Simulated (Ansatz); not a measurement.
Calculated O-17 NMR of the central transition for V2O5 at a changed volume

Cell: a diffraction structure from the COD, relaxed with PBE at fixed cell and then changed (volume scaled by 0.96, ions relaxed).

Space group Pmmn:1 (No. 59); a = 3.5158, b = 11.3564, c = 4.3090 Å.

| site | Wyckoff | site symmetry | x | y | z |
| --- | --- | --- | --- | --- | --- |
| V | 4e | m.. | 0.0000 | 0.8512 | 0.1205 |
| O5 | 4e | m.. | 0.0000 | 0.8550 | 0.4881 |
| O9 | 4e | m.. | 0.0000 | 0.6800 | 0.9946 |
| O13 | 2a | mm2 | 0.0000 | 0.0000 | 0.0038 |

One atom of each set is listed.

Level of theory: DFT, PBE, plane waves and PAW, scalar-relativistic, 420 eV cutoff, Γ-centred 7×2×6 k-points, Fermi–Dirac smearing 0.02 eV (Ansatz 0.2.0).

O-17 has I = 5/2 and Q = -25.58 mb (Pyykkö 2018); at 35.2 T its Larmor frequency is ν₀ = 203.3 MHz. Only the quadrupole interaction is simulated: positions count from each site's isotropic chemical shift, and J coupling is left out, as are shift anisotropy and dipolar coupling, which fast spinning averages.

The O sites: O5 (4 atoms; 1 V at 1.58 Å); O9 (4 atoms; 3 V at 1.86–2.02 Å); O13 (2 atoms; 2 V at 1.76 Å, angle 147°).

Fitted components of the simulated spectrum:

```
component  |C_Q| (MHz)     η
        A        0.729  0.64
        B         2.97  0.69
        C         3.57  0.01
```

Problem. Which site most likely gives which component?

Solution. By the calculation, A is O5, B is O9, C is O13. At O13 V_zz points along the bisector of its two bonds (within 1°). Like point charges on the first shell alone (each adding as 1/d³) would give another order (O9 < O5 < O13): the covalent part of each bond and the atoms beyond the first shell count as well.

At this changed cell the PBE pressure is 7 GPa.
